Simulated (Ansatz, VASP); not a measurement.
# BN (Qingsongite) in two plane-wave programs

Wanted: the spread between two codes on one cell, functional and k mesh. The structure shown comes from an earlier Ansatz run, which isn't shown and may have moved the atoms alone.

Method: plane waves, with VASP 6.6.1 beside it; elastic constants at LDA, in Ansatz 0.2.0.

## Step 1: The starting structure

Symmetry: F-43m, No. 216, cubic system. The conventional cell has a = 3.581 Å, b = 3.581 Å, c = 3.581 Å, α = 90.00°, β = 90.00°, γ = 90.00°. Nearest to B lie 4 N at 1.55 Å. Nearest to N lie 4 B at 1.55 Å. Farther neighbours and most contacts between anions are not listed.

## Step 2: Ansatz: elastic constants, LDA

Ansatz runs on its default PAW (the set named soft_2) files.

Elastic constants are differences of stresses under small strains, so they test the stress and the mesh.

File input.yaml:

```yaml
crystal:
  lattice:
    - [0.0, 1.790264652, 1.790264652]
    - [1.790264652, 0.0, 1.790264652]
    - [1.790264652, 1.790264652, 0.0]
  atoms:
    - { symbol: B, position: [0.0, 0.0, 0.0] }
    - { symbol: "N", position: [0.25, 0.25, 0.25] }
kpoints:
  mp_grid: { grid: [10, 10, 10] }
hamiltonian:
  xc: lda
scf:
  occupations: { method: gaussian, width: 0.02 }
output:
  forces: true
  stress: true
  eigenvalues: true
elastic:
  mode: relaxed_ion
  stencil: two_point
```

Launch:

```sh
> ansatz run input.yaml --threads 4 --pin off --max-ram 8192MiB --backend cpu --events-out ev --progress --plain --runs-dir out
```

Numbers of over 12 decimals in the logs are rounded to 6 here.

Log:

```text
Engine: ansatz 0.2.0, aarch64-unknown-linux-gnu
Pseudopotentials: kind: paw
Pseudopotential: B, paw, valence charge 3, recommended cutoff 420 eV (normal), B.paw.azcp
Pseudopotential: N, paw, valence charge 5, recommended cutoff 420 eV (normal), N.paw.azcp
Functional definition: SPW92
  exchange = slater_x
  correlation = pw_c
Crystal: 2 atoms, lattice volume = 11.476 Å³
Basis set: ecut = 420 eV, 229 PW (Γ)
Bands: 8, of which v1, the nominal top of the filled ones, is band 4 counted from 1 (3 counted from 0)
Symmetry: 24 space group operations
Space group: F-43m (ITA 216), of the structure as read, at distance tolerance 2.3e-5 Å
k-points: 47 of 1000 (time reversal used)
Non-local potential: B, projectors of the file, l = 0: 2, l = 1: 2, l = 2: 1
Non-local potential: N, projectors of the file, l = 0: 2, l = 1: 2, l = 2: 1
PAW form: soft (Blöchl's): semilocal exchange-correlation on the pseudo side does not see the compensation charge
PAW frozen core: B, regenerated for the run's functional, and the local potential with it (the file was generated under x = pbe(κ = 0.804, μ = 0.219515), c = pbe(β = 0.066725))
PAW frozen core: N, regenerated for the run's functional, and the local potential with it (the file was generated under x = pbe(κ = 0.804, μ = 0.219515), c = pbe(β = 0.066725))
PAW one-centre angular grid: B, 110 points (default); XC on 64 Gauss nodes
PAW one-centre angular grid: N, 110 points (default); XC on 64 Gauss nodes
Initial density: superposition of atomic densities (neutral atoms: chi_scale 0, normalization atom), corrected by the library's trained network
Initial wavefunctions: pseudopotential atomic-orbital guess
Functional: x = slater, c = lda
SCF iter   1: F=—  HF=-526.470423 eV  |F-HF|=—  |Δ(HF+E_count)|=         —  Δρ=7.93e-3  dr2=5.29e-3  ethr=1.77e-3  ⟨swp⟩=4.8  Hψ=2416  notcnv=0
preconditioner: auto → none  [insulator: Δε(μ)=4.330 eV  Ē_g=20.228 eV  σ=0.020 eV  W_gap=1.00  n_scr=0 (ndim 8)  ℏωp=31.0 eV  f_vac=0.000  D(μ)=0.00/eV (n_scr^D=0)  ε∞_Penn≈3.3]
SCF iter   2: F=—  HF=-526.468934 eV  |F-HF|=—  |Δ(HF+E_count)|=   1.49e-3  Δρ=3.29e-3  dr2=4.55e-4  ethr=6.62e-5  ⟨swp⟩=2.1  Hψ=962  notcnv=0
SCF iter   3: F=—  HF=-526.468793 eV  |F-HF|=—  |Δ(HF+E_count)|=   1.41e-4  Δρ=1.40e-3  dr2=7.16e-5  ethr=5.69e-6  ⟨swp⟩=2.8  Hψ=631  notcnv=0
SCF iter   4: F=—  HF=-526.468772 eV  |F-HF|=—  |Δ(HF+E_count)|=   2.13e-5  Δρ=2.91e-4  dr2=3.09e-6  ethr=8.95e-7  ⟨swp⟩=1.0  Hψ=376  notcnv=0
SCF iter   5: F=—  HF=-526.468771 eV  |F-HF|=—  |Δ(HF+E_count)|=   7.78e-7  Δρ=2.69e-5  dr2=3.03e-8  ethr=3.87e-8  ⟨swp⟩=1.1  Hψ=395  notcnv=0
SCF iter   6: F=—  HF=-526.468771 eV  |F-HF|=—  |Δ(HF+E_count)|=   6.55e-7  Δρ=1.54e-6  dr2=5.68e-11  ethr=3.79e-10  ⟨swp⟩=2.6  Hψ=542  notcnv=0
SCF iter   7: F=—  HF=-526.468771 eV  |F-HF|=—  |Δ(HF+E_count)|=  4.77e-12  Δρ=2.19e-7  dr2=1.56e-12  ethr=7.10e-13 (applied; sched 1.00e-12)  ⟨swp⟩=2.1  Hψ=558  notcnv=0
SCF iter   8: F=-526.468771 eV  HF=-526.468771 eV  |F-HF|=2.27e-13  |Δ(HF+E_count)|=    0.00e0  Δρ=1.45e-8  dr2=7.42e-15  ethr=1.00e-12  ⟨swp⟩=4.0  Hψ=1128  notcnv=0
SCF 1 converged in 8 iterations: F = -526.468771 eV  dr2 = 7.42e-15
  greatest PAW one-centre occupation: 0.782 electrons in one spin orbital (limit 2), on the N atom at site 1 (counted from 0), in its partial waves of l = 0
Crystal: 2 atoms, lattice volume = 11.453 Å³
Symmetry: 8 space group operations
k-points: 102 of 1000 (time reversal used)
Initial density: handed on by an earlier stage of this run
Initial wavefunctions: those handed on with the density
iter 1 solved again at ethr=3.73e-7 eV; its pass at ethr=3.10e-3 eV (dr2=2.98e-5 eV) is discarded
SCF iter   1: F=—  HF=-526.468590 eV  |F-HF|=—  |Δ(HF+E_count)|=         —  Δρ=5.72e-4  dr2=2.98e-5  ethr=3.73e-7  ⟨swp⟩=2.3  Hψ=6186  notcnv=0
preconditioner: auto → none  [insulator: Δε(μ)=4.362 eV  Ē_g=20.285 eV  σ=0.020 eV  W_gap=1.00  n_scr=0 (ndim 8)  ℏωp=31.0 eV  f_vac=0.000  D(μ)=0.00/eV (n_scr^D=0)  ε∞_Penn≈3.3]
SCF iter   2: F=—  HF=-526.468580 eV  |F-HF|=—  |Δ(HF+E_count)|=   1.02e-5  Δρ=2.15e-4  dr2=3.50e-6  ethr=3.72e-7  ⟨swp⟩=2.6  Hψ=1238  notcnv=0
SCF iter   3: F=—  HF=-526.468578 eV  |F-HF|=—  |Δ(HF+E_count)|=   1.79e-6  Δρ=7.41e-5  dr2=4.50e-7  ethr=4.38e-8  ⟨swp⟩=2.0  Hψ=1208  notcnv=0
SCF iter   4: F=—  HF=-526.468579 eV  |F-HF|=—  |Δ(HF+E_count)|=   6.12e-7  Δρ=1.17e-5  dr2=4.56e-9  ethr=5.62e-9  ⟨swp⟩=2.3  Hψ=1248  notcnv=0
SCF iter   5: F=—  HF=-526.468579 eV  |F-HF|=—  |Δ(HF+E_count)|=  5.24e-10  Δρ=3.08e-7  dr2=3.04e-12  ethr=5.70e-11  ⟨swp⟩=1.0  Hψ=820  notcnv=0
SCF iter   6: F=—  HF=-526.468579 eV  |F-HF|=—  |Δ(HF+E_count)|=  7.62e-12  Δρ=8.81e-8  dr2=2.43e-13  ethr=1.00e-12  ⟨swp⟩=5.0  Hψ=2755  notcnv=0
SCF iter   7: F=-526.468579 eV  HF=-526.468579 eV  |F-HF|=0.00e0  |Δ(HF+E_count)|=    0.00e0  Δρ=2.42e-8  dr2=2.21e-14  ethr=1.00e-12  ⟨swp⟩=4.0  Hψ=2437  notcnv=0
[...]
SCF iter   2: F=—  HF=-526.468601 eV  |F-HF|=—  |Δ(HF+E_count)|=   6.52e-9  Δρ=5.86e-6  dr2=1.89e-9  ethr=1.95e-10  ⟨swp⟩=2.0  Hψ=1915  notcnv=0
SCF iter   3: F=—  HF=-526.468601 eV  |F-HF|=—  |Δ(HF+E_count)|=  6.78e-10  Δρ=8.24e-7  dr2=2.13e-11  ethr=2.36e-11  ⟨swp⟩=2.0  Hψ=1932  notcnv=0
SCF iter   4: F=—  HF=-526.468601 eV  |F-HF|=—  |Δ(HF+E_count)|=  9.09e-13  Δρ=4.76e-8  dr2=1.15e-13  ethr=2.66e-13 (applied; sched 1.00e-12)  ⟨swp⟩=1.0  Hψ=1376  notcnv=0
SCF iter   5: F=-526.468601 eV  HF=-526.468601 eV  |F-HF|=1.14e-13  |Δ(HF+E_count)|=  1.14e-13  Δρ=3.10e-8  dr2=8.25e-14  ethr=1.00e-12  ⟨swp⟩=4.0  Hψ=4075  notcnv=0
SCF 5 converged in 5 iterations: F = -526.468601 eV  dr2 = 8.25e-14
relax step   2: F+E_penalty+E_count = -526.46860144 eV  Δ(F+E_penalty+E_count) = -3.458e-7 eV  max|allowed force component| = 3.559e-3 eV/Å  Δτ_max = 0.0000 Å  (5 SCF iters, accepted)
[...]
relax step   3: F+E_penalty+E_count = -526.46860169 eV  Δ(F+E_penalty+E_count) = -2.475e-7 eV  max|allowed force component| = 7.939e-8 eV/Å  Δτ_max = 0.0001 Å  (6 SCF iters, accepted)
[...]
relax step   1: F+E_penalty+E_count = -526.46860109 eV  Δ(F+E_penalty+E_count) = +0.000e0 eV  max|allowed force component| = 5.511e-3 eV/Å  Δτ_max = 0.0000 Å  (7 SCF iters, accepted)
[...]
relax step   2: F+E_penalty+E_count = -526.46860169 eV  Δ(F+E_penalty+E_count) = -5.934e-7 eV  max|allowed force component| = 4.018e-8 eV/Å  Δτ_max = 0.0001 Å  (6 SCF iters, accepted)
iter 1 solved again at ethr=1.00e-12 eV; its pass at ethr=3.10e-3 eV (dr2=4.91e-15 eV) is discarded
SCF iter   1: F=—  HF=-526.468602 eV  |F-HF|=—  |Δ(HF+E_count)|=         —  Δρ=1.37e-8  dr2=4.54e-15  ethr=1.00e-12  ⟨swp⟩=1.9  Hψ=10205  notcnv=0
SCF iter   2: F=-526.468602 eV  HF=-526.468602 eV  |F-HF|=0.00e0  |Δ(HF+E_count)|=    0.00e0  Δρ=6.71e-9  dr2=1.04e-15  ethr=1.00e-12  ⟨swp⟩=3.5  Hψ=3665  notcnv=0
SCF 10 converged in 2 iterations: F = -526.468602 eV  dr2 = 1.04e-15
SCF converged after 8 iterations
Free energy (F): -526.468771 eV
Harris-Foulkes:  -526.468771 eV  (|F-HF|=2.27e-13)
Internal energy: -526.468771 eV  (E = F + TS)
E sigma→0 (E₀):  -526.468771 eV
Fermi energy:    13.588955 eV
--- Per-component energies (eV) ---
  E_band       = 27.371734
  E_kinetic    = 186.870632
  E_local      = -173.755618  (includes V_loc(G=0)·N_el)
  E_nonlocal   = 58.778247
  E_hartree    = 47.868671
  E_xc         = -92.987797
  E_vxc        = -116.099083  (∫ρ·V_xc dr)
  E_paw        = -191.533971  (= ΣΔE_a)
  E_vpaw       = -24.159886  (= ΣTr[D̂ρ^β])
  E_aug_tail   = 0.000098  (compensation charges beyond the density's cutoff)
  E_ewald      = -361.834913
  E_core_change = 0.125878  (= ΣΔE_core)
  E_smearing   = -0.000000  (= −TS)
  E_closure    = -0.000000  (closes the sum)
  Σ components = -526.468771   (vs F -526.468771, Δ=0.00e0)
--- Forces (eV/Å), atoms counted from 1 ---
  atom   1  B      0.00000000    -0.00000000     0.00000000
  atom   2  N     -0.00000000    -0.00000000     0.00000000
  max |Σ_I F_I| component: 5.83e-16 eV/Å
--- Stress (GPa, compression-positive) ---
       -0.008682       0.000000      -0.000000
        0.000000      -0.008682       0.000000
       -0.000000       0.000000      -0.008682
  P = ⅓ Tr σ = -0.0087 GPa (-0.087 kbar)
--- Band table (eV; the first three rows and the last of 47) ---
  k-point 0: bands = ["-9.0136", "11.3932", "11.3932", "11.3932", "20.2229", "20.2229", "20.2229", "22.2697"]
  k-point 1: bands = ["-8.7639", "10.1069", "11.1269", "11.1269", "20.5731", "20.6182", "20.6182", "22.9983"]
  k-point 2: bands = ["-8.0275", "7.3478", "10.5360", "10.5360", "21.0798", "21.4318", "21.4318", "24.5378"]
  k-point 46: bands = ["-2.8600", "3.3702", "4.6027", "4.7689", "20.1412", "24.5395", "25.7523", "27.6618"]
--- Elastic constants: 2 strain directions × 2 members + reference (group order 24) ---
  dense FFT box of the reference and of every strained cell: 18×18×18
  strains applied: 11, 23; error gains: componentwise 1.00 (the most a stress slope's error grows in a printed constant), spectral 1.73 (1 for all six strains in a standard setting)
  C = ∂σ_k/∂η_j (tension-positive GPa; Voigt order 11 22 33 23 13 12):
       823.274    190.648    190.648     -0.000      0.000      0.000
       190.648    823.274    190.648     -0.000      0.000     -0.000
       190.648    190.648    823.274     -0.000     -0.000      0.000
         0.000      0.000      0.000    474.518      0.000     -0.000
        -0.000     -0.000     -0.000      0.000    474.518     -0.000
         0.000     -0.000      0.000      0.000     -0.000    474.518
  reference stress σ⁰ (GPa):      0.009      0.009      0.009     -0.000      0.000     -0.000
  C* (energy form; C + prestress term) asymmetry max|C*_kj − C*_jk| = 5.684e-14 GPa — a small one proves nothing (zero by symmetry where the batch's group is 432, −43m or m−3m); a large one is finite-difference/SCF noise where every solve meets its electron count
  moduli (Voigt/Reuss/Hill, GPa): K = 401.52/401.52/401.52   G = 411.24/395.41/403.32   E = 906.46   ν = 0.124
  mechanically stable: yes (min eigenvalue of sym C = 474.52 GPa)
  strain η (Voigt 11):  stress-route row diagonal C_11 = 823.27 GPa, energy-path curvature d²(F+E_count+ΔE)/dδ²/Ω₀ = 824.91 GPa
         δ    σ_11 (GPa)             F (eV)   n_scf  n_hpsi   n_pw
    -2.000e-3      -1.6387        -526.4685787       7   16533    232   relax 0 steps, max|allowed force component| 1.01e-16 eV/Å
     2.000e-3       1.6544        -526.4685558       5   12429    232   relax 0 steps, max|allowed force component| 9.37e-17 eV/Å
  strain η (Voigt 23):  stress-route row diagonal C_44 = 474.52 GPa, energy-path curvature d²(F+E_count+ΔE)/dδ²/Ω₀ = 475.64 GPa
         δ    σ_23 (GPa)             F (eV)   n_scf  n_hpsi   n_pw
    -2.000e-3      -0.9490        -526.4686017       2   14945    232   relax 3 steps, max|allowed force component| 7.94e-8 eV/Å
     2.000e-3       0.9490        -526.4686017       2   14935    232   relax 2 steps, max|allowed force component| 4.02e-8 eV/Å
```

The column dr2 measures how far the density is from self-consistency, as an energy; F and HF (Harris–Foulkes) agree once it is small.

[end of part 1 of 2]

[Lines on the potential files, build, host, timing and source positions are cut from VASP's logs without a mark.]

[Logs are printed without paths, hosts, clocks, repeated set-up lines and the standing remarks that a program may print on its own settings, such as how far it seeks lower states.]

[Hosts, paths, dates, database ids (printed as entryN), source tags and the programs' standing remarks are cut or masked in the printed files.]
